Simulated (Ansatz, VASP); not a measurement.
GaO in VASP and in Ansatz

```xyz
2
Lattice="0.0000 2.4249 2.4249 2.4249 0.0000 2.4249 2.4249 2.4249 0.0000" Properties=species:S:1:pos:R:3 pbc="T T T"
Ga    0.0000    0.0000    0.0000
O     1.2124    1.2124    1.2124
```

Change from the starting cell: species swapped into the CuCl type (F-43m, No. 216).

Alike in both runs: functional PBE; k mesh 20 × 20 × 20; occupations gaussian, width 0.1 eV; no spin polarisation.

Ansatz relaxed the structure, and its values are those at the end. VASP's run is a single point on that final structure, the one shown.

```csv
,VASP,Ansatz
version,VASP 6.6.1,Ansatz 0.2.0
potentials or method,"VASP PAW PBE potentials, release 64 (Ga_d, O)","scalar-relativistic, plane waves, PAW"
plane-wave cutoff (eV),520,420
valence electrons in the cell,19,19
```

Ansatz gave:

- gap on the k mesh at the Fermi level (eV): none
- pressure (GPa): 0.0

**Question.** What did VASP give for the same quantities?

**Answer.** gap on the k mesh at the Fermi level (eV): none; pressure (GPa): 0.4.

A gap of «none» marks a metal or a gap that the smearing closes. With one functional, cell and mesh, what is left measures potentials, basis and numerics.

Caveats: an odd number of electrons without spin polarisation forces a metal; a magnetic or distorted state may lie lower.
